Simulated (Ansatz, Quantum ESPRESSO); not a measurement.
**RbCl (Fm-3m): from Born charge to LO-TO splitting**

How high does the longitudinal optical mode of RbCl (Fm-3m) lie, given the transverse one, the Born charge and ε∞?

Calculated with Quantum ESPRESSO 8.0 development, patched; DFT LDA, scalar-relativistic, plane waves, PseudoDojo norm-conserving pseudopotentials.

The database entry behind the starting cell differs from later determinations by our own check (about 0.5 % short), so it need not match the best structure at ambient conditions.

## Step 1: The relaxed structure

Symmetry: Fm-3m, No. 225, cubic system. The conventional cell has a = 6.378 Å, b = 6.378 Å, c = 6.378 Å, α = 90.00°, β = 90.00°, γ = 90.00°. Rb has 6 Cl at 3.19 Å nearest. Cl has 6 Rb at 3.19 Å nearest. Farther neighbours and most contacts between anions are not listed.

Structure file:

```
CELL_PARAMETERS angstrom
-3.18885 0.00000 3.18885
0.00000 3.18885 3.18885
-3.18885 3.18885 0.00000
ATOMIC_POSITIONS crystal
Rb 0.00000 0.00000 0.00000
Cl 0.50000 0.50000 0.50000
```

This is the cell after its relaxation at this level of theory, not the database cell from which that began.

## Step 2: What the response run gave

A linear-response run on the relaxed cell, with the response to an electric field; only its zone-centre results are used. Cutoff 56 Ry, k mesh 6×6×6.

What it wrote:

```text
[banners, grids, parts of the stress and lines that vanish by symmetry left out]
Program PHONON v.8.0dev
     Dynamical matrices for q-points given in input
     (   1q-points):
[...]
Exchange-correlation= PW
                           (   1   4   0   0   0   0   0)
[...]
kinetic-energy cut-off    =      56.0000  Ry
     charge density cut-off    =     224.0000  Ry
     convergence threshold     =      1.0E-18
[...]
Exchange-correlation= PW
                           (   1   4   0   0   0   0   0)
[...]
q = (   0.0000000   0.0000000   0.0000000 )
     49 Sym.Ops. (with q -> -q+G )
     G cutoff =  412.0832  (  24933 G-vectors)     FFT grid: ( 45, 45, 45)
     number of k points=    16
[...]
Mode symmetry, O_h (m-3m)  point group:
[...]
Dielectric constant
[...]
End of electric fields calculation
          Dielectric constant in cartesian axis
          (       2.519957908      -0.000000000       0.000000000 )
          (       0.000000000       2.519957908       0.000000000 )
          (       0.000000000       0.000000000       2.519957908 )
          Effective charges (d Force / dE) in cartesian axis without acoustic sum rule applied (asr)
           atom    1  Rb    Mean Z*:        1.15806
      Ex  (        1.15806       -0.00000       -0.00000 )
      Ey  (       -0.00000        1.15806        0.00000 )
      Ez  (       -0.00000        0.00000        1.15806 )
           atom    2  Cl    Mean Z*:       -1.15810
      Ex  (       -1.15810        0.00000       -0.00000 )
      Ey  (       -0.00000       -1.15810        0.00000 )
      Ez  (       -0.00000        0.00000       -1.15810 )
          Effective charges Sum: Mean:       -0.00004
[...]
Effective charges (d Force / dE) in cartesian axis with asr applied:
           atom    1  Rb    Mean Z*:        1.15808
[...]
atom    2  Cl    Mean Z*:       -1.15808
[...]
Dielectric constant from finite-differences
          (       2.519951616       0.000000000       0.000000000 )
          (       0.000000000       2.519951616      -0.000000000 )
          (       0.000000000      -0.000000000       2.519951616 )
[...]
(      -0.000000000       0.000000000      -0.000000000 )
          (      -0.000000000       0.000000000      -0.000000000 )
          (       0.000000000       0.000000000       0.000000000 )
          (       0.000000000       0.000000000      -0.000000000 )
          (       0.000000000       0.000000000       0.000000000 )
          (      -0.000000000      -0.000000000      -0.000000000 )
          (      -0.000000000       0.000000000      -0.000000000 )
          (      -0.000000000       0.000000000      -0.000000000 )
[...]
(       0.000000000       0.000000000       0.000000000 )
          (      -0.000000000       0.000000000      -0.000000000 )
          (       0.000000000       0.000000000       0.000000000 )
          (       0.000000000      -0.000000000       0.000000000 )
          (      -0.000000000       0.000000000       0.000000000 )
[...]
Representation #   1 modes #   1   2   3
[...]
End of self-consistent calculation
     Convergence has been achieved
     Representation #   2 modes #   4   5   6
[...]
End of self-consistent calculation
     Convergence has been achieved
[...]
Dielectric constant in cartesian axis
          (       2.519957908      -0.000000000       0.000000000 )
          (       0.000000000       2.519957908       0.000000000 )
          (       0.000000000       0.000000000       2.519957908 )
          Effective charges (d Force / dE) in cartesian axis without acoustic sum rule applied (asr)
           atom    1  Rb    Mean Z*:        1.15806
      Ex  (        1.15806       -0.00000       -0.00000 )
      Ey  (       -0.00000        1.15806        0.00000 )
      Ez  (       -0.00000        0.00000        1.15806 )
           atom    2  Cl    Mean Z*:       -1.15810
      Ex  (       -1.15810        0.00000       -0.00000 )
      Ey  (       -0.00000       -1.15810        0.00000 )
      Ez  (       -0.00000        0.00000       -1.15810 )
          Effective charges Sum: Mean:       -0.00004
[...]
Effective charges (d Force / dE) in cartesian axis with asr applied:
           atom    1  Rb    Mean Z*:        1.15808
[...]
atom    2  Cl    Mean Z*:       -1.15808
[...]
q = (    0.000000000   0.000000000   0.000000000 )
[...]
freq (    1) =      -0.015349 [THz] =      -0.511997 [cm-1]
     freq (    2) =      -0.015349 [THz] =      -0.511997 [cm-1]
     freq (    3) =      -0.015349 [THz] =      -0.511997 [cm-1]
     freq (    4) =       3.954950 [THz] =     131.922929 [cm-1]
     freq (    5) =       3.954950 [THz] =     131.922929 [cm-1]
     freq (    6) =       3.954950 [THz] =     131.922929 [cm-1]
[...]
Mode symmetry, O_h (m-3m)  point group:
     freq (   1-   3) =         -0.5  [cm-1]   --> T_1u G_15  G_4- I
     freq (   4-   6) =        131.9  [cm-1]   --> T_1u G_15  G_4- I

   JOB DONE.
```

```csv
quantity,value
cell volume Ω (Å³),64.853
mass of Rb (u),85.468
mass of Cl (u),35.450
"Born charge of Rb, raw (e)",1.158
"Born charge of Cl, raw (e)",-1.158
ε∞,2.520
ω(TO) after the sum rule (cm⁻¹),131.9
```

## Step 3: The calculation

The charges must sum to zero over the cell; taking off their mean, 0.000 e, leaves Z* = 1.158 e on Rb. In the polar mode Rb moves against Cl, so the reduced mass is μ = 85.47 × 35.45 / 120.92 = 25.057 u.

A longitudinal wave builds up a field that adds to the restoring force: ω(LO)² = ω(TO)² + 4π Z*² / (μ Ω ε∞), in Hartree atomic units. With μ = 45676 electron masses and Ω = 437.65 bohr³ the second term is 3.3457e-07 Ha², or 16116 cm⁻² (1 Ha = 219474.6 cm⁻¹).

So ω(LO) = √(17403 + 16116) = 183.1 cm⁻¹, and by the Lyddane-Sachs-Teller relation ε₀ = ε∞ (ω(LO)/ω(TO))² = 4.85.

## Step 4: Check against the program

The analysis program adds the same non-analytic term to the full matrix, here for q along (1 0 0).

What it wrote:

```text
[banner, memory and clock lines left out]
Program DYNMAT v.8.0dev

     Reading Dynamical Matrix from file g.dyn
     ...Force constants read
     ...epsilon and Z* read
     ...Raman cross sections read

     Polarizability (A^3 units)
     multiply by 0.663723 for Clausius-Mossotti correction (not under assume_isolated = 'mt')
         7.844316    0.000000    0.000000
        -0.000000    7.844316    0.000000
         0.000000    0.000000    7.844316

     IR activities are in (D/A)^2/amu units

# mode   [cm-1]    [THz]      IR
    1     -0.00   -0.0000    0.0000
    2     -0.00   -0.0000    0.0000
    3      0.00    0.0000    0.0000
    4    131.92    3.9550    1.2349
    5    131.92    3.9550    1.2349
    6    183.08    5.4887    1.2349
```

ε₀ comes from the program's run without a direction of q.

```csv
quantity,by hand,program
ω(LO) (cm⁻¹),183.1,183.1
ε₀,4.85,4.85
```

## Step 5: Results

| Item | Value |
| --- | --- |
| TO mode | 131.9 cm⁻¹ |
| LO mode | 183.1 cm⁻¹ |
| static dielectric constant | 4.853 |

In words: The LO mode of RbCl (Fm-3m) lies at 183 cm⁻¹, 51 cm⁻¹ above the TO mode; the formula meets the program within 0.1 cm⁻¹, as it must for a cubic crystal with one polar mode. ω(LO)² − ω(TO)² goes with Z*²/ε∞: an error of 5 % in ε∞ would move the LO mode by 2.1 cm⁻¹, and semilocal functionals tend to overestimate ε∞. These are harmonic values at zero temperature, at the volume of this functional, for the structure held cubic; stability elsewhere in the zone is no part of this calculation.

[Host names and launcher messages were left out of these logs when they were recorded.]

[Logs are printed without paths, hosts, clocks, repeated set-up lines and the standing remarks that a program may print on its own settings, such as how far it seeks lower states.]

[Hosts, paths, dates, database ids (printed as entryN), source tags and the programs' standing remarks are cut or masked in the printed files.]
